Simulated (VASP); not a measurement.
Here is a VASP 6.6.1 calculation.

INCAR

```
ALGO     = Normal         # electronic algorithm
EDIFF    = 1E-8           # SCF threshold, eV
ENCUT    = 520            # plane-wave cutoff, eV
GGA      = CA             # functional
IBRION   = 8              # ionic algorithm
ISIF     = 2              # what is computed and relaxed
ISMEAR   = 0              # smearing method
LASPH    = T              # aspherical terms in the spheres
LCHARG   = F              # write CHGCAR
LREAL    = F              # projectors in reciprocal space
LWAVE    = F              # write WAVECAR
NELM     = 60             # most SCF steps
NSW      = 1              # ionic steps
PREC     = Accurate       # precision mode
SIGMA    = 0.01           # smearing width, eV
```

Contents of KPOINTS:

```
k-points
0
Gamma
  9 9 6
```

Contents of POSCAR:

```
ZnO
1.0
    3.1390466554      0.0000000000      0.0000000000
   -1.5695233277      2.7184941473      0.0000000000
    0.0000000000      0.0000000000      5.0777967449
Zn O
2 2
Direct
    0.3333333333      0.6666666667      0.0019238521
    0.6666666667      0.3333333333      0.5019238521
    0.3333333333      0.6666666667      0.3800761479
    0.6666666667      0.3333333333      0.8800761479
```

Potentials or basis: VASP PAW LDA potentials, release 64 (Zn, O).

Command:

```bash
$ cat potpaw_LDA.64/Zn/POTCAR potpaw_LDA.64/O/POTCAR > POTCAR
$ mpirun -np 1 vasp_std > vasp.out
```

Q: What does it give for the highest phonon frequency at Γ, LO-TO splitting left out?

A: 598 cm⁻¹.

Phonon frequencies in cm⁻¹ (negative: imaginary):
```tsv
q point	frequencies
(0.000, 0.000, 0.000)	0 0 0 74 74 274 440 456 456 493 493 598
```

Caveat: the atoms weren't relaxed first, which shifts response properties.
